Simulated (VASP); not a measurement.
Set up this calculation in VASP 6.6.1, as the native input.

| Quantity | Value |
| --- | --- |
| Task | relaxation of cell and atoms |
| Functional | PBE |
| Potentials or basis | VASP PAW PBE potentials, release 64 (Ni, O_s) |
| Cutoff | 480 eV |
| k mesh | 11 × 11 × 11 |
| Occupations | fermi-dirac, width 0.05 eV |
| Spin | collinear spin, ferromagnetic start |
| Starting moments | [1.0, 0.0] μB |
| Further INCAR settings | ALGO = Normal; EDIFF = 1e-07; IBRION = 2; EDIFFG = -0.02; NSW = 60; ISIF = 3 |

The structure of NiO lies in POSCAR:

```
NiO
1.0
    0.0000000000      2.0859016414      2.0859016414
    2.0859016414      0.0000000000      2.0859016414
    2.0859016414      2.0859016414      0.0000000000
Ni O
1 1
Direct
    0.0000000000      0.0000000000      0.0000000000
    0.5000000000      0.5000000000      0.5000000000
```

These files were run (other wordings do the same):

INCAR

```
SYSTEM = NiO
PREC     = Accurate       ! precision mode
ENCUT    = 480            ! plane-wave cutoff, eV
EDIFF    = 1E-7           ! SCF threshold, eV
ISMEAR   = -1             ! smearing method
SIGMA    = 0.05           ! smearing width, eV
LREAL    = .False.        ! projectors in reciprocal space
LASPH    = .True.         ! aspherical terms in the spheres
NELM     = 120            ! most SCF steps
ALGO     = Normal         ! electronic algorithm
ISIF     = 3              ! what is computed and relaxed
LWAVE    = .False.        ! write WAVECAR
LCHARG   = .False.        ! write CHGCAR
ISPIN    = 2              ! spin polarisation
MAGMOM   = 1 0            ! initial moments
LORBIT   = 11             ! projections on sites
LMAXMIX  = 4              ! l up to which the mixer works
GGA      = PE             ! functional
IBRION   = 2              ! ionic algorithm
NSW      = 60             ! ionic steps
EDIFFG   = -0.02          ! ionic threshold
```

KPOINTS

```
regular mesh
0
Gamma
  11 11 11
  0 0 0
```

Potentials or basis: VASP PAW PBE potentials, release 64 (Ni, O_s).

Command:

```bash
$ cat potpaw_PBE.64/Ni/POTCAR potpaw_PBE.64/O_s/POTCAR > POTCAR
$ mpirun -np 1 vasp_std > vasp.out
```

Results of the run:

```json
{
  "Relaxed volume": "9.35 Å³/atom",
  "Relaxed cell": "a = 2.979 Å, b = 2.979 Å, c = 2.979 Å, α = 60.00°, β = 60.00°, γ = 60.00°",
  "Space group after relaxing (to 0.05 Å)": "Fm-3m (No. 225)",
  "Energy gained by relaxing": "4.2 meV/atom",
  "Ionic steps": "3",
  "Pressure after relaxing": "0.0 GPa",
  "Band gap on the k mesh": "none (metal or under the smearing width)",
  "Net moment": "1.77 μB per cell",
  "Site moments": "Ni +1.46; O +0.28 μB",
  "Valence electrons inside the program's atomic spheres": "Ni 8.94; O 5.88"
}
```

Caveat: a cell with one magnetic atom can't hold antiferromagnetic order, which such compounds often take; semilocal functionals often make such compounds metallic where correlation or magnetic order opens a gap, which also shifts bond lengths.

Run time: 27 s on 1 thread of Intel(R) Xeon(R) 6975P-C (Granite Rapids), on a shared host, peak memory 0.16 GiB.
